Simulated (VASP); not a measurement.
Output of a VASP run:

### OUTCAR
```
 ion  position               nearest neighbor table
   1  0.000  0.000  0.000-   2 3.01   2 3.01   2 3.01   2 3.01   2 3.01   2 3.01
   2  0.500  0.500  0.500-   1 3.01   1 3.01   1 3.01   1 3.01   1 3.01   1 3.01
  LATTYP: Found a face centered cubic cell.
 ALAT       =     6.0200000000
 Subroutine PRICEL returns:
 Original cell was already a primitive cell.
 Subroutine GETGRP returns: Found 48 space group operations
The static configuration has the point symmetry O_h .
The dynamic configuration has the point symmetry O_h .
 Subroutine INISYM returns: Found 48 space group operations
 Subroutine IBZKPT returns following result:
 Found     20 irreducible k-points:

 Following reciprocal coordinates:
            Coordinates               Weight
  0.000000  0.000000  0.000000      1.000000
  0.142857  0.000000  0.000000      8.000000
  0.285714  0.000000  0.000000      8.000000
  0.428571  0.000000  0.000000      8.000000
  0.142857  0.142857  0.000000      6.000000
  0.285714  0.142857  0.000000     24.000000
  0.428571  0.142857  0.000000     24.000000
 -0.428571  0.142857  0.000000     24.000000
 -0.285714  0.142857  0.000000     24.000000
 -0.142857  0.142857  0.000000     12.000000
  0.285714  0.285714  0.000000      6.000000
  0.428571  0.285714  0.000000     24.000000
 -0.428571  0.285714  0.000000     24.000000
 -0.285714  0.285714  0.000000     12.000000
  0.428571  0.428571  0.000000      6.000000
 -0.428571  0.428571  0.000000     12.000000
  0.428571  0.285714  0.142857     24.000000
 -0.428571  0.285714  0.142857     48.000000
 -0.428571  0.428571  0.142857     24.000000
 -0.285714  0.428571  0.142857     24.000000
   k-points           NKPTS =     20   k-points in BZ     NKDIM =     20   number of bands    NBANDS=      9
   number of dos      NEDOS =    301   number of ions     NIONS =      2
   total plane-waves  NPLWV =  32768
   dimension x,y,z NGX =    32 NGY =   32 NGZ =   32
   dimension x,y,z NGXF=    64 NGYF=   64 NGZF=   64
   ions per type =               1   1
   PREC   = accura    normal or accurate (medium, high low for compatibility)
   ISTART =      0    job   : 0-new  1-cont  2-samecut
   ICHARG =      2    charge: 1-file 2-atom 10-const
   ISPIN  =      1    spin polarized calculation?
   LNONCOLLINEAR =      F non collinear calculations
   LSORBIT =      F    spin-orbit coupling
   INIWAV =      1    electr: 0-lowe 1-rand  2-diag
   ENCUT  =  530.0 eV  38.95 Ry    6.24 a.u.   7.99  7.99  7.99*2*pi/ulx,y,z
   NELM   =    100;   NELMIN=  2; NELMDL= -5     # of ELM steps
   EDIFF  = 0.1E-05   stopping-criterion for ELM
   LREAL  =      F    real-space projection
   NLSPLINE    = F    spline interpolate recip. space projectors
   LMAXMIX     =    4 max onsite mixed and CHGCAR
   VOSKOWN=      0    Vosko Wilk Nusair interpolation
   EDIFFG = -.1E-01   stopping-criterion for IOM
   NSW    =     60    number of steps for IOM
   NBLOCK =      1;   KBLOCK =     60    inner block; outer block
   IBRION =      2    ionic relax: 0-MD 1-quasi-New 2-CG
   NFREE  =      1    steps in history (QN), initial steepest desc. (CG)
   ISIF   =      3    stress and relaxation
   ISYM   =      2    0-nonsym 1-usesym 2-fastsym
   TEIN   =    0.0    initial temperature
   TEBEG  =    0.0;   TEEND  =   0.0 temperature during run
   SMASS  =  -3.00    Nose mass-parameter (am)
   PSTRESS=    0.0 pullay stress
   NELECT =      10.0000    total number of electrons
   EFERMI =   0.00;   METHOD = LEGACY
   ISMEAR =     0;   SIGMA  =   0.05  broadening in eV -4-tet -1-fermi 0-gaus
   IALGO  =     38    algorithm
   LDIAG  =      T    sub-space diagonalisation (order eigenvalues)
   IMIX   =      4    mixing-type and parameters
     AMIX     =   0.40;   BMIX     =  1.00
     AMIX_MAG =   1.60;   BMIX_MAG =  1.00
     AMIN     =   0.10
   GGA     = PE    functional components
   VOSKOWN =     0    Vosko Wilk Nusair interpolation
   LHFCALC =     F    Hartree Fock is set to
   LHFONE  =     F    Hartree Fock one center treatment
...
```

### OSZICAR
```
       N       E                     dE             d eps       ncg     rms          rms(c)
DAV:   1     0.378849462462E+02    0.37885E+02   -0.36882E+03   360   0.978E+02
DAV:   2    -0.393028459652E+01   -0.41815E+02   -0.40424E+02   482   0.137E+02
DAV:   3    -0.578741308131E+01   -0.18571E+01   -0.18548E+01   463   0.338E+01
DAV:   4    -0.583501125883E+01   -0.47598E-01   -0.47566E-01   551   0.588E+00
DAV:   5    -0.583552863307E+01   -0.51737E-03   -0.51729E-03   462   0.601E-01    0.215E+00
DAV:   6    -0.582453981013E+01    0.10989E-01   -0.23962E-02   456   0.999E-01    0.140E+00
DAV:   7    -0.582969510507E+01   -0.51553E-02   -0.32700E-02   463   0.117E+00    0.323E-01
DAV:   8    -0.583047326590E+01   -0.77816E-03   -0.40796E-03   403   0.471E-01    0.657E-02
DAV:   9    -0.583048288596E+01   -0.96201E-05   -0.10008E-04   481   0.928E-02    0.575E-02
DAV:  10    -0.583047753880E+01    0.53472E-05   -0.25548E-05   427   0.372E-02    0.374E-02
DAV:  11    -0.583049173188E+01   -0.14193E-04   -0.30520E-05   391   0.445E-02    0.145E-02
DAV:  12    -0.583049567723E+01   -0.39453E-05   -0.59396E-07   396   0.798E-03    0.189E-03
DAV:  13    -0.583049596011E+01   -0.28289E-06   -0.22209E-07   242   0.415E-03
   1 F= -.58304960E+01 E0= -.58304960E+01  d E =-.583050E+01
```

### OUTCAR
```
------------------------ aborting loop because EDIFF is reached ----------------------------------------
  FORCE on cell =-STRESS in cart. coord.  units (eV):
  Direction    XX          YY          ZZ          XY          YZ          ZX
  --------------------------------------------------------------------------------------
  Total       -0.0069367     -0.0069367     -0.0069367      0.0000000      0.0000000      0.0000000
  in kB       -0.2037672     -0.2037672     -0.2037672      0.0000000      0.0000000      0.0000000
  external PRESSURE =      -0.2037672 kB  Pullay stress =       0.0000000 kB
  volume of cell :       54.54
      direct lattice vectors                 reciprocal lattice vectors
     0.000000000  3.010000000  3.010000000    -0.166112957  0.166112957  0.166112957
     3.010000000  0.000000000  3.010000000     0.166112957 -0.166112957  0.166112957
     3.010000000  3.010000000  0.000000000     0.166112957  0.166112957 -0.166112957
 POSITION                                       TOTAL-FORCE (eV/Angst)
 -----------------------------------------------------------------------------------
      0.00000      0.00000      0.00000        -0.000000      0.000000     -0.000000
      3.01000      3.01000      3.01000         0.000000     -0.000000      0.000000
 -----------------------------------------------------------------------------------
    total drift:                                0.000000     -0.000000      0.000000
  FREE ENERGIE OF THE ION-ELECTRON SYSTEM (eV)
  ---------------------------------------------------
  free  energy   TOTEN  =        -5.8304959601 eV

  energy  without entropy=       -5.8304959601  energy(sigma->0) =       -5.83049596

 reached required accuracy - stopping structural energy minimisation
```
(Selected blocks of OUTCAR.)

**POSCAR**
```
LiI
1
    0.0000000000     3.0100000000     3.0100000000
    3.0100000000     0.0000000000     3.0100000000
    3.0100000000     3.0100000000     0.0000000000
Li I
1 1
Direct
  0.0000000000   0.0000000000   0.0000000000
  0.5000000000   0.5000000000   0.5000000000
```

Problem. Reconstruct the remaining input files.

Solution. This is not unique; one that fits is the input of the run itself, PBE GGA, plane waves, VASP's PBE PAW potentials (set 64).

**INCAR**
```
NELM = 100
NSW = 60
ENCUT = 530
IBRION = 2
LREAL = .FALSE.   # projection in real space or not
ISIF = 3   # ions, shape and volume
ALGO = Normal   # blocked Davidson
LCHARG = .FALSE.
SYSTEM = LiI
LMAXMIX = 4
LASPH = .TRUE.   # aspherical one-centre terms
LWAVE = .FALSE.
GGA = PE
EDIFFG = -0.01
EDIFF = 1E-6   # SCF stop (eV)
PREC = Accurate
ISMEAR = 0   # Gaussian
SIGMA = 0.05
```

### KPOINTS
```
kpoints
0
Gamma
  7 7 7
```

POTCAR, in this order: Li_sv I (PBE.64 set). Program: vasp_std.

The compound is LiI in the rock salt structure. The cell was not relaxed at this level.
